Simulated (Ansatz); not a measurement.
# Cs under changes of volume

One of the cells (123.104 Å³/atom); the others are scaled copies at fixed shape and fractional positions:

```
Cs
1.0
     0.00000    3.94834    3.94834
     3.94834    0.00000    3.94834
     3.94834    3.94834    0.00000
Cs
1
Direct
  0.00000 0.00000 0.00000
```

This isn't the form of Cs at room conditions, which is bcc.

| Quantity | Value |
| --- | --- |
| Program | Ansatz 0.2.0 |
| Functional | PBEsol |
| Potentials or basis | JTH PAW |
| Cutoff | 1200 eV (not typed: the program's choice for these potentials) |
| k mesh | 6 × 6 × 6 |
| Occupations | fermi-dirac, width 0.05 eV |
| Spin | no spin polarisation |

| volume (Å³/atom) | energy over the lowest point (meV/atom) | pressure (GPa) |
| --- | --- | --- |
| 115.718 | 0.00 | -0.1 |
| 118.180 | ? | ? |
| 120.642 | 3.65 | -0.2 |
| 123.104 | 6.21 | -0.2 |
| 125.566 | 9.20 | -0.2 |
| 128.028 | 12.59 | -0.2 |
| 130.490 | 16.33 | -0.3 |

Problem. What does the run at 118.180 Å³/atom give?

Solution. Energy over the lowest point 1.56 meV/atom; pressure -0.1 GPa.

Worked out: A Birch-Murnaghan fit of order 3 (a polynomial in V^(-2/3)) to the other rows has no minimum within the range. It gives 1.56 meV/atom at 118.180 Å³/atom, against the run's 1.56, and -dE/dV = -0.1 GPa, against -0.1.

Energies are extrapolated to zero smearing.
